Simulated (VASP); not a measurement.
A run of VASP 6.6.1 is set up as follows.

The input INCAR:

```
  ALGO = Normal
  EDIFF = 1E-7
  EDIFFG = -0.005
  ENCUT = 600
  GGA = PS
  IBRION = 2
  ISIF = 3
  ISMEAR = 0
  LASPH = T
  LCHARG = F
  LREAL = F
  LWAVE = F
  NELM = 80
  NSW = 90
  PREC = Accurate
  SIGMA = 0.03
```

The input KPOINTS:

```
k-points
0
Gamma
  12 12 5
```

POSCAR

```
AlN                                     
1.0
    3.1135200728     -0.0000000000      0.0000000000
   -1.5567600415      2.6963874769     -0.0000000000
    0.0000000000      0.0000000000      4.9831638550
  Al              N             
     2     2
Direct
     0.3333333300000021    0.6666666699999979    0.9965736044761041
     0.6666666699999979    0.3333333300000021    0.4965736044761042
     0.3333333300000021    0.6666666699999979    0.3784263955238958
     0.6666666699999979    0.3333333300000021    0.8784263955238959
```

Potentials or basis: VASP PAW PBE potentials, release 64 (Al, N).

The run is started by

```sh
$ cat potpaw_PBE.64/Al/POTCAR potpaw_PBE.64/N/POTCAR > POTCAR
$ mpirun -np 1 vasp_std > vasp.out
```

(1) Predict the space group after relaxing (to 0.05 Å).

(2) Predict the relaxed cell.

(3) Predict the relaxed volume.

Answers

(1) P6_3mc (No. 186).

(2) a = 3.113 Å, b = 3.113 Å, c = 4.983 Å, α = 90.00°, β = 90.00°, γ = 120.00°.

(3) 10.45 Å³/atom.

Caveat: the PAW data sets were made with another functional, which shifts forces and pressure a little.
